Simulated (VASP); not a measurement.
# CaSe: molecular dynamics with a thermostat

CaSe, F-43m (no. 216), 8 atoms in the cell. PBE, molecular dynamics; PAW potentials Se, Ca_pv (PBE set).

Ensemble: Nose-Hoover chain; Target temperature (K): 600.

## Input

INCAR:
```
SYSTEM = CaSe
  ALGO = Normal
  EDIFF = 1E-6
  ENCUT = 210
  GGA = PE
  IBRION = 0
  ISIF = 2
  ISMEAR = 0
  ISYM = 0
  KPAR = 2
  LASPH = .True.
  LCHARG = .False.
  LREAL = Auto
  LWAVE = .False.
  MDALGO = 4
  NELM = 60
  NELMIN = 4
  NHC_NCHAINS = 3
  NHC_PERIOD = 30
  NSW = 60
  POTIM = 2.0
  PREC = Normal
  RANDOM_SEED = 911476 0 0
  SIGMA = 0.05
  TEBEG = 600
```

KPOINTS:
```
k-points
0
Monkhorst-Pack
  2 2 2
```

POSCAR:
```
CaSe
1.0
    6.6000000000      0.0000000000      0.0000000000
    0.0000000000      6.6000000000      0.0000000000
    0.0000000000      0.0000000000      6.6000000000
Se Ca
4 4
Direct
    0.2500000000      0.2500000000      0.7500000000
    0.2500000000      0.7500000000      0.2500000000
    0.7500000000      0.2500000000      0.2500000000
    0.7500000000      0.7500000000      0.7500000000
    0.0000000000      0.0000000000      0.0000000000
    0.0000000000      0.5000000000      0.5000000000
    0.5000000000      0.0000000000      0.5000000000
    0.5000000000      0.5000000000      0.0000000000
```

Commands:
```
cat potpaw_PBE.64/Se/POTCAR potpaw_PBE.64/Ca_pv/POTCAR > POTCAR
mpirun -np 2 vasp_std > vasp.out
```

## Result

- Mean temperature (K): 388
- Spread of the conserved energy (meV/atom): 0.09
- Rise of the mean potential energy above the start (meV/atom): 38.9
- Electronic steps per ionic step after the first: 4.2

Course of the run:

| Time (fs) | Temperature (K) | Potential energy less the first (meV/atom) | Conserved energy less the first (meV/atom) |
|---|---|---|---|
| 2 | 600 | 0.0 | 0.00 |
| 12 | 560 | 4.6 | 0.01 |
| 20 | 483 | 13.4 | 0.02 |
| 30 | 369 | 27.1 | 0.03 |
| 38 | 292 | 36.8 | 0.04 |
| 48 | 243 | 44.3 | 0.05 |
| 56 | 248 | 46.0 | 0.05 |
| 66 | 299 | 44.6 | 0.04 |
| 74 | 358 | 43.2 | 0.04 |
| 84 | 421 | 44.1 | 0.04 |
| 92 | 442 | 48.1 | 0.05 |
| 102 | 425 | 56.4 | 0.08 |
| 110 | 395 | 63.5 | 0.09 |
| 120 | 365 | 70.4 | 0.09 |

REPORT:
```
MDALGO =   4
           NHC_NCHAINS =   3
            NHC_PERIOD =    30
            NHC_NRESPA =    1
                NHC_NS =  1
               SCALING =       0
                 CNEXP =     9.000   14.000
           RANDOM_SEED =            911476                0                0

   original number of atomic DOF:         21
   number of independent constraints:      0
   number of active DOF:                  21

========================================
         MD step No.       1
========================================

  Atomic velocities initialized by STEP_tb

  >Nose-Hoover_chains
                       xs       vs(fs^-1)
   nhc_s>   0.59616211E-10   0.11922000E-09
   nhc_s>  -0.13889371E-03  -0.27779707E-03
   nhc_s>  -0.13888889E-03  -0.27773919E-03

  >Energies
                    E_tot             E_pot             E_kin               EPS                ES
   e_b>   -0.35343468E+02   -0.35886363E+02    0.54289553E+00    0.14361312E-04   -0.14362494E-04

  >Temperature
               T_sim     T_inst
   tmprt>    600.000    600.000

           RANDOM_SEED =            911476               48                0

[... steps left out ...]

========================================
         MD step No.      60
========================================

  >Nose-Hoover_chains
                       xs       vs(fs^-1)
   nhc_s>  -0.54077739E+00  -0.39268624E-02
   nhc_s>   0.10528441E+01   0.34236210E-01
   nhc_s>  -0.59700510E+00   0.28275346E-01

  >Energies
                    E_tot             E_pot             E_kin               EPS                ES
   e_b>   -0.35342762E+02   -0.35323463E+02    0.33067191E+00    0.21363133E+00   -0.56360216E+00

  >Temperature
               T_sim     T_inst
   tmprt>    600.000    365.454

           RANDOM_SEED =            911476               48                0
```

OSZICAR:
```
N       E                     dE             d eps       ncg     rms          rms(c)
DAV:   1     0.483732031579E+03    0.48373E+03   -0.13221E+04   288   0.127E+03
DAV:   2     0.792988067013E+02   -0.40443E+03   -0.40033E+03   264   0.392E+02
DAV:   3    -0.289733397681E+02   -0.10827E+03   -0.10559E+03   360   0.181E+02
DAV:   4    -0.372811320652E+02   -0.83078E+01   -0.83007E+01   360   0.544E+01
DAV:   5    -0.374839689367E+02   -0.20284E+00   -0.20271E+00   400   0.102E+01    0.653E+00
DAV:   6    -0.359657974494E+02    0.15182E+01   -0.37082E+00   408   0.728E+00    0.406E+00
DAV:   7    -0.358262538596E+02    0.13954E+00   -0.93681E-01   328   0.466E+00    0.177E+00
DAV:   8    -0.358737517037E+02   -0.47498E-01   -0.80239E-02   400   0.306E+00    0.273E-01
DAV:   9    -0.358824163779E+02   -0.86647E-02   -0.85656E-03   352   0.594E-01    0.223E-01
DAV:  10    -0.358860494831E+02   -0.36331E-02   -0.43423E-03   280   0.544E-01    0.367E-02
DAV:  11    -0.358862836143E+02   -0.23413E-03   -0.65135E-04   368   0.230E-01    0.378E-02
DAV:  12    -0.358863411996E+02   -0.57585E-04   -0.92085E-05   368   0.496E-02    0.149E-02
[... left out ...]
     58 T=   375. E= -.35340005E+02 F= -.35342541E+02 E0= -.35342541E+02  EK= 0.34181E+00 SP= -.56E+00 SK= 0.22E+00
     59 T=   370. E= -.35340090E+02 F= -.35332473E+02 E0= -.35332473E+02  EK= 0.33709E+00 SP= -.56E+00 SK= 0.22E+00
[... last step whole ...]
       N       E                     dE             d eps       ncg     rms          rms(c)
DAV:   1    -0.353234497028E+02    0.90230E-02   -0.17372E-03   331   0.166E+00    0.384E-03
DAV:   2    -0.353234624714E+02   -0.12769E-04   -0.13339E-04   351   0.566E-02    0.157E-03
DAV:   3    -0.353234627729E+02   -0.30147E-06   -0.37625E-06   280   0.109E-02    0.129E-03
DAV:   4    -0.353234627636E+02    0.93182E-08   -0.20378E-07   214   0.325E-03
     60 T=   365. E= -.35340162E+02 F= -.35323463E+02 E0= -.35323463E+02  EK= 0.33327E+00 SP= -.56E+00 SK= 0.21E+00
```

Limits: 120 fs of 8 atoms are too short for converged averages.

VASP 6.6.1 took 188 s on 2 cores (AMD EPYC 7R43 (Zen 3)), a shared host.
